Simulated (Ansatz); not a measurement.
**simple cubic against fcc along the 4d metals**

All numbers below come from DFT, PBE, plane waves (420 eV) with PAW, scalar-relativistic (Ansatz 0.2.0).

Each structure is relaxed within its symmetry, in the lowest magnetic state of the tried starts. Differences under about 8 meV lie within the error of the k-point mesh.

```tsv
element	E(simple cubic) − E(fcc) (meV/atom)	V(simple cubic) (Å³/atom)	V(fcc) (Å³/atom)	state of simple cubic	state of fcc
Y	754	35.08	32.44	ferromagnetic	non-magnetic
Zr	840	24.73	23.21	spin not included	spin not included
Nb	664	20.14	18.79	spin not included	non-magnetic
Mo	729	17.66	16.04	spin not included	spin not included
Ru	1022	15.85	13.85	spin not included	spin not included
Rh	794	16.31	14.05	non-magnetic	non-magnetic
Pd	509	17.89	15.37	spin not included	spin not included
Ag	330	20.85	17.83	spin not included	spin not included
Cd	120	26.85	22.89	spin not included	spin not included
```
